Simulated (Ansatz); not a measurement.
## A series in volume scale on Zn

Plane-wave DFT, scalar-relativistic PAW made under PBE with cores redone for the functional, no dispersion; the given relaxed cell is scaled uniformly, energy at zero smearing counts from the unscaled cell, pressure at the given Fermi-Dirac smearing is positive in compression. The results are calculated, by Ansatz 0.2.0.

The cell before it is scaled or strained (space group P6/mmm, No. 191):
```
cell vectors (Å)
   4.4839     0.0000     0.0000
  -2.2419     3.8832     0.0000
   0.0000     0.0000     2.6865
atoms (fractions of the cell vectors)
Zn  0.00000  1.00000  0.00000
Zn  0.33333  0.66667  0.50000
Zn  0.66667  0.33333  0.50000
```

Settings of every row: spin polarised no; functional PBE; wave cutoff 420 eV; smearing width 0.1 eV; k mesh 11x11x15.

Atom starting moment: 0 on all atoms.

Limits: the cell comes from a prototype or a list of computed structures and needn't be the stable phase.

```
row  volume scale  V (Å³/atom)  pressure (GPa)  energy change per atom (meV)
  1          0.88       13.721           11.37                         57.36
  2          0.92       14.345            6.59                         23.03
  3          0.96       14.969            2.87                          5.15
  4          1.04       16.216            -2.2                          4.68
  5          1.08        16.84               ?                             ?
  6          1.12       17.463           -5.17                         34.74
```

Question: what pressure and energy change per atom should row 5 give?

Worked fit of pressure. Take u = (V_r/V)^(2/3) − 1 with V_r = 14.969 Å³ an atom, which is twice the finite (Eulerian) strain; such expansions in the strain, on which the Birch-Murnaghan equation of state is built, carry the rest volume and the bulk modulus. The shown rows have u = 0.05975, 0.02879, 0, -0.05195, -0.09763. Least squares give pressure = 2.9 + 118.87 × u + 373.8 × u² GPa; a straight line predicts inner rows, each left out in turn, worse (root mean square 1.1 against 0.086 GPa). The rows lie off it by 0.03, -0.04, -0.03, 0.07, -0.03 (root mean square 0.043 GPa). The withheld row has u = -0.07551, so the fit gives 2.9 + 118.87 × (-0.07551) + 373.8 × (-0.07551)² = -3.94 GPa.

The calculation gave -3.89 GPa. The fit lies 0.05 GPa (1.3 % of the value, 0.3 % of the column's range) below it; its largest miss of a shown row is 0.07 GPa.

Worked fit of energy change per atom. Take u = (V_r/V)^(2/3) − 1 with V_r = 14.969 Å³ an atom, which is twice the finite (Eulerian) strain; such expansions in the strain, on which the Birch-Murnaghan equation of state is built, carry the rest volume and the bulk modulus. The shown rows have u = 0.05975, 0.02879, 0, -0.05195, -0.09763. Least squares give energy change per atom = 5.527 + 417.97 × u + 7387 × u² meV; a straight line predicts inner rows, each left out in turn, worse (root mean square 21 against 1.2 meV). The rows lie off it by 0.49, -0.65, -0.38, 0.93, -0.39 (root mean square 0.6 meV). The withheld row has u = -0.07551, so the fit gives 5.527 + 417.97 × (-0.07551) + 7387 × (-0.07551)² = 16.08 meV.

The calculation gave 16.86 meV. The fit lies 0.78 meV (4.6 % of the value, 1.5 % of the column's range) below it; its largest miss of a shown row is 0.93 meV.
